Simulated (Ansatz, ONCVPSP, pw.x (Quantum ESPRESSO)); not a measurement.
## zirconium (Zr): one change to the ONCV potential, in the atom and in the bcc crystal

Zr (Z = 40), optimised norm-conserving Vanderbilt (ONCV), made with ONCVPSP 4.0.1.1 (patched build) (LDA (Perdew-Wang 92), scalar-relativistic). Core [Ar] 3d10, reference 4s2 4p6 4d2 5s2. Waves: 4s+5s: rc 2.15 bohr, ncon 5, nbas 9, qcut 4.5 1/bohr, 2 projectors; 4p: rc 2.00 bohr, ncon 3, nbas 7, qcut 7.6 1/bohr, 2 projectors, debl 3.5 Ha; 4d: rc 2.60 bohr, ncon 4, nbas 9, qcut 6.4 1/bohr, 2 projectors, debl 2.4 Ha. Local part: polynomial inside 1.85 bohr (lpopt 2, dvloc0 2 Ha). Core correction: Teter function, fcfact 3.75, rcfact 1.25.

Change: s: qcut 5.6; p: qcut 9.4; d: qcut 7.9.

Cutoffs, loose and tight: the cutoffs (Ha) at which the residual kinetic energy of the hardest occupied pseudo-wave falls to 1 and 0.1 mHa per electron. They do not see the model core or the augmentation charge, which bear on the density cutoff. Test errors are all-electron minus pseudo excitation energies from the reference, over the configurations 4s2 4p6 4d2 5s1; 4s2 4p6 4d2 5s0; 4s2 4p6 4d1 5s0; 4s2 4p6 4d1 5s2; variants that change the core or the reference have their own tests.

Crystal test: bcc Zr in pw.x 7.5, no spin, 13³ k-points, Fermi–Dirac smearing 0.01 Ry, cutoffs set for each file from its atomic test. The reference is all-electron LAPW (Ansatz 0.2.0) with the same functional, mesh and smearing; V0 and B0 come from Birch–Murnaghan fits to the pressures at five volumes. Errors are pseudo minus all-electron; Δ is the rms difference of the E(V) curves that follow from these fits, minima aligned, over ±6 % about the mean V0. Mesh and smearing are coarse, so the numbers serve the comparison and aren't converged zero-temperature values; the lattice is a test structure that the element need not adopt.

All-electron: a0 = 3.490 Å (V0 = 21.25 Å³/atom), B0 = 97.9 GPa.

Does the change bring the crystal closer to the all-electron result?

The mean pressure error goes from +0.49 to +34.33 GPa, so the change moves the solid further from the all-electron pressures.

| quantity | base | changed |
| --- | --- | --- |
| outcome (atom) | generated | generated |
| cutoff, loose (atom) | 12 Ha | 21 Ha |
| cutoff, tight (atom) | 36 Ha | 26 Ha |
| bound ghosts (atom) | none | s |
| largest test error (meV) (atom) | -9.7 | -12 |
| cutoffs in pw.x (Ry) | 85/340 | 65/260 |
| a0 (Å) | 3.496 | – |
| a0 error (%) | +0.16 | – |
| B0 error (%) | +0.9 | – |
| Δ (meV/atom) | 2.3 | – |
| mean pressure error (GPa) | +0.49 | +34.33 |

A dash: not determined, or the minimum lies outside the volumes sampled.

Changed file: This is a poor potential for the solid. Note: ghosts flagged at negative energy: s at -72.9 eV; no localised positive-energy state flagged. A true bound ghost makes a file unfit for plane-wave use.
